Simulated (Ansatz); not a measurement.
Geometry optimisation, DFT PBE-D3(BJ), scalar-relativistic, plane waves, PAW in Ansatz 0.2.0.

Input file:

```yaml
crystal:
  lattice:
    - [9.864, 0.0, 0.0]
    - [-4.932, 8.542475, 0.0]
    - [0.0, 0.0, 11.0]
  atoms:
    - { symbol: C, position: [0.0, 0.0, 0.0909091] }
    - { symbol: C, position: [0.1666667, 0.0833333, 0.0909091] }
    - { symbol: C, position: [0.0, 0.25, 0.0909091] }
    - { symbol: C, position: [0.1666667, 0.3333333, 0.0909091] }
    - { symbol: C, position: [0.0, 0.5, 0.0909091] }
    - { symbol: C, position: [0.1666667, 0.5833333, 0.0909091] }
    - { symbol: C, position: [0.0, 0.75, 0.0909091] }
    - { symbol: C, position: [0.1666667, 0.8333333, 0.0909091] }
    - { symbol: C, position: [0.25, 0.0, 0.0909091] }
    - { symbol: C, position: [0.4166667, 0.0833333, 0.0909091] }
    - { symbol: C, position: [0.25, 0.25, 0.0909091] }
    - { symbol: C, position: [0.4166667, 0.3333333, 0.0909091] }
    - { symbol: C, position: [0.25, 0.5, 0.0909091] }
    - { symbol: C, position: [0.4166667, 0.5833333, 0.0909091] }
    - { symbol: C, position: [0.25, 0.75, 0.0909091] }
    - { symbol: C, position: [0.4166667, 0.8333333, 0.0909091] }
    - { symbol: C, position: [0.5, 0.0, 0.0909091] }
    - { symbol: C, position: [0.6666667, 0.0833333, 0.0909091] }
    - { symbol: C, position: [0.5, 0.25, 0.0909091] }
    - { symbol: C, position: [0.6666667, 0.3333333, 0.0909091] }
    - { symbol: C, position: [0.5, 0.5, 0.0909091] }
    - { symbol: C, position: [0.6666667, 0.5833333, 0.0909091] }
    - { symbol: C, position: [0.5, 0.75, 0.0909091] }
    - { symbol: C, position: [0.6666667, 0.8333333, 0.0909091] }
    - { symbol: C, position: [0.75, 0.0, 0.0909091] }
    - { symbol: C, position: [0.9166667, 0.0833333, 0.0909091] }
    - { symbol: C, position: [0.75, 0.25, 0.0909091] }
    - { symbol: C, position: [0.9166667, 0.3333333, 0.0909091] }
    - { symbol: C, position: [0.75, 0.5, 0.0909091] }
    - { symbol: C, position: [0.9166667, 0.5833333, 0.0909091] }
    - { symbol: C, position: [0.75, 0.75, 0.0909091] }
    - { symbol: C, position: [0.9166667, 0.8333333, 0.0909091] }
    - { symbol: Cl, position: [0.522016, 0.2642749, 0.3245455] }
    - { symbol: H, position: [0.4604873, 0.3428745, 0.3654545] }
basis:
  ecutwfc: 420.0
kpoints:
  mp_grid: { grid: [2, 2, 1] }
hamiltonian:
  xc: pbe
  dispersion: d3bj
  pseudopotentials: { kind: paw, azcp: { folder: soft_1 } }
scf:
  occupations: { method: gaussian, width: 0.05 }
  lower_state_search: "off"
relax:
  f_tol: 0.03
  max_steps: 60
  adjacent_minimum: "off"
```

Command:

```bash
$ ansatz run input.yaml --threads 2 --pin off --max-ram 5120MiB --backend cpu --events-out ev --progress --plain --runs-dir out
```

Task: Where does it end, and by what steps?

Result: It converged. The force dipped under the threshold on the way, but the program's further checks kept it going. Limits of this set-up: slab without dipole correction. After 21 steps the energy has fallen by 0.677 eV; Cl33 moved furthest, 1.20 Å.

| step | energy less start (eV) | largest force component (eV/Å) | accepted |
| --- | --- | --- | --- |
| 0 | 0.0000 | 2.018 | yes |
| 1 | -0.3679 | 1.026 | yes |
| 2 | -0.5190 | 0.497 | yes |
| 3 | -0.5900 | 0.234 | yes |
| 4 | -0.6202 | 0.110 | yes |
| 5 | -0.6318 | 0.047 | yes |
| 6 | -0.6328 | 0.035 | yes |
| 7 | -0.6367 | 0.080 | yes |
| 8 | -0.6266 | 0.659 | no |
| 9 | -0.6414 | 0.027 | yes |
| 10 | -0.6457 | 0.114 | yes |
| 11 | -0.6494 | 0.342 | yes |
| 12 | -0.6645 | 0.070 | yes |
| 13 | -0.6717 | 0.051 | yes |
| 14 | -0.6731 | 0.166 | yes |
| 15 | -0.6758 | 0.011 | yes |
| 16 | -0.6758 | 0.010 | yes |
| 17 | -0.6325 | 1.380 | no |
| 18 | -0.6760 | 0.018 | yes |
| 19 | -0.6760 | 0.164 | yes |
| 20 | -0.6766 | 0.021 | yes |
| 21 | -0.6766 | 0.021 | yes |

```xyz
34
Lattice="9.8640 0.0000 0.0000 -4.9320 8.5425 0.0000 0.0000 0.0000 11.0000" Properties=species:S:1:pos:R:3
C 0.004 -0.002 0.995
C 1.236 0.710 0.993
C -1.229 2.134 0.995
C 0.003 2.846 0.994
C -2.462 4.270 0.995
C -1.229 4.982 0.996
C -3.695 6.405 0.995
C -2.462 7.117 0.995
C 2.470 -0.002 0.992
C 3.703 0.709 0.989
C 1.235 2.134 0.991
C 2.469 2.847 0.986
C 0.004 4.270 0.994
C 1.236 4.982 0.993
C -1.229 6.405 0.995
C 0.004 7.117 0.995
C 4.936 -0.002 0.992
C 6.169 0.710 0.993
C 3.704 2.134 0.985
C 4.937 2.847 0.986
C 2.470 4.272 0.989
C 3.703 4.982 0.990
C 1.237 6.406 0.995
C 2.470 7.117 0.995
C 7.402 -0.001 0.995
C 8.635 0.711 0.996
C 6.169 2.134 0.991
C 7.402 2.846 0.994
C 4.936 4.270 0.989
C 6.169 4.982 0.994
C 3.703 6.406 0.994
C 4.936 7.117 0.995
Cl 3.323 2.687 4.555
H 3.253 2.544 3.268
```

The run took 3.2 min on 2 threads of Arm Neoverse V1, with other jobs on the host, peak memory 1.5 GiB.
